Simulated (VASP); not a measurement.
TePb:

```xyz
2
Lattice="0.0000 3.2310 3.2310 3.2310 0.0000 3.2310 3.2310 3.2310 0.0000" Properties=species:S:1:pos:R:3 pbc="T T T"
Pb    0.0000    0.0000    0.0000
Te    3.2310    3.2310    3.2310
```

| Quantity | Value |
| --- | --- |
| Program | VASP 6.6.1 |
| Task | relaxation of cell and atoms |
| Functional | PBE-EpsX |
| Potentials or basis | VASP PAW PBE potentials, release 64 (Pb_d, Te) |
| Cutoff | 600 eV |
| k mesh | 4 × 4 × 4 |
| Occupations | fermi-dirac, width 0.05 eV |
| Spin | no spin polarisation |

At the start: pressure 1.9 GPa; volume 33.73 Å³/atom.

Task: How do energy, volume and symmetry change on relaxing?

Result: Over 3 steps the energy falls by 8.9 meV/atom and the volume is 35.28 Å³/atom (+4.6 %); space group Fm-3m (No. 225, to 0.05 Å).

Step by step:
```csv
step,energy change (eV),largest force (eV/Å),pressure (GPa),volume (Å³)
1,0.0000,0.0000,1.94,67.46
2,-0.0162,0.0000,-0.48,71.52
3,-0.0179,0.0000,-0.05,70.55
```

Final structure:
```xyz
2
Lattice="0.0000 3.2796 3.2796 3.2796 0.0000 3.2796 3.2796 3.2796 0.0000" Properties=species:S:1:pos:R:3 pbc="T T T"
Pb    0.0000    0.0000    0.0000
Te    3.2796    3.2796    3.2796
```

Caveat: the k mesh is coarse (spacing up to 0.42 Å⁻¹), so the values aren't converged, least of all with exact exchange; the PAW data sets were made with another functional, which shifts forces and pressure a little.
